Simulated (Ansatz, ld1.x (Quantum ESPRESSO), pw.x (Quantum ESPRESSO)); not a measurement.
What a changed setting does to a pw.x run (sc Mg)

Potential: norm-conserving Troullier–Martins (Kleinman–Bylander form), ld1.x (Quantum ESPRESSO) 7.5, PBE; core [Ne], reference 3s2 3p0; waves: 3s (bound): rc 1.90 bohr; 3p (bound, empty): rc 2.95 bohr; 3d channel at 0.55 Ry: rc 3.20 bohr; local part: all-electron potential smoothed inside 1.90 bohr (lloc = -2); core correction: a·sin(br)/r model core inside 1.75 bohr.

The reference run (k-mesh 11³, cutoffs 50/200 Ry, Fermi–Dirac 0.01 Ry, mixing_beta 0.4, conv_thr 1e-9, no spin) gives -0.31 GPa at 27.792 Å³/atom, where all-electron LAPW gives -0.17 GPa. This run, with its own iteration cap, changes conv_thr to 1e-12.

```
&control
  calculation='scf', prefix='x', pseudo_dir='./', outdir='./tmp', tstress=.true., disk_io='none'
/
&system
  ibrav=0, nat=1, ntyp=1, ecutwfc=50, ecutrho=200, nbnd=8,
  occupations='smearing', smearing='fd', degauss=0.01
/
&electrons
  conv_thr=1e-12, mixing_beta=0.4, electron_maxstep=50
/
ATOMIC_SPECIES
Mg 1.0 Mg.UPF
CELL_PARAMETERS angstrom
  3.02905110 0.00000000 0.00000000
  0.00000000 3.02905110 0.00000000
  0.00000000 0.00000000 3.02905110
ATOMIC_POSITIONS crystal
Mg 0.0000 0.0000 0.0000
K_POINTS automatic
11 11 11 0 0 0
```

```bash
pw.x < Mg.scf.in > Mg.scf.out
```

Q: How does the run end?

A: It converges in 9 iterations; the free energy moves by +0.0 meV/atom and the pressure by +0.00 GPa. The result is that of the reference run.

```
Message from routine setup:
     using ibrav=0 with symmetry is DISCOURAGED, use correct ibrav instead
     lattice parameter (alat)  =       5.7241  a.u.
     unit-cell volume          =     187.5497 (a.u.)^3
     number of electrons       =         2.00
     number of Kohn-Sham states=            8
     kinetic-energy cutoff     =      50.0000  Ry
     charge density cutoff     =     200.0000  Ry
     scf convergence threshold =      1.0E-12
     Exchange-correlation= PBE
     number of k points=    56  Fermi-Dirac smearing, width (Ry)=  0.0100
     iteration #  1     ecut=    50.00 Ry     beta= 0.40
     total energy              =      -2.17560310 Ry
     estimated scf accuracy    <       0.00360154 Ry
     iteration #  2     ecut=    50.00 Ry     beta= 0.40
     total energy              =      -2.17526808 Ry
     estimated scf accuracy    <       0.00117130 Ry
     iteration #  3     ecut=    50.00 Ry     beta= 0.40
     total energy              =      -2.17530372 Ry
     estimated scf accuracy    <       0.00000135 Ry
     [... 3 iterations left out ...]
     iteration #  7     ecut=    50.00 Ry     beta= 0.40
     total energy              =      -2.17530386 Ry
     estimated scf accuracy    <          1.3E-11 Ry
     iteration #  8     ecut=    50.00 Ry     beta= 0.40
     total energy              =      -2.17530386 Ry
     estimated scf accuracy    <          8.6E-12 Ry
     iteration #  9     ecut=    50.00 Ry     beta= 0.40
     the Fermi energy is     2.4388 ev
!    total energy              =      -2.17530386 Ry
     estimated scf accuracy    <          3.2E-15 Ry
     smearing contrib. (-TS)   =      -0.00190799 Ry
     The total energy is F=E-TS. E is the sum of the following terms:
     one-electron contribution =       1.09809368 Ry
     hartree contribution      =       0.00536676 Ry
     xc contribution           =      -1.29414538 Ry
     ewald contribution        =      -1.98271093 Ry
     convergence has been achieved in   9 iterations
          total   stress  (Ry/bohr**3)                   (kbar)     P=       -3.11
     Message from routine punch:
     Nothing written, as per user request (disk_io='none')
```

The run took about 3.6 s on one core of a shared host (Neoverse-V2, 192 threads, 1485 GiB, load 42).
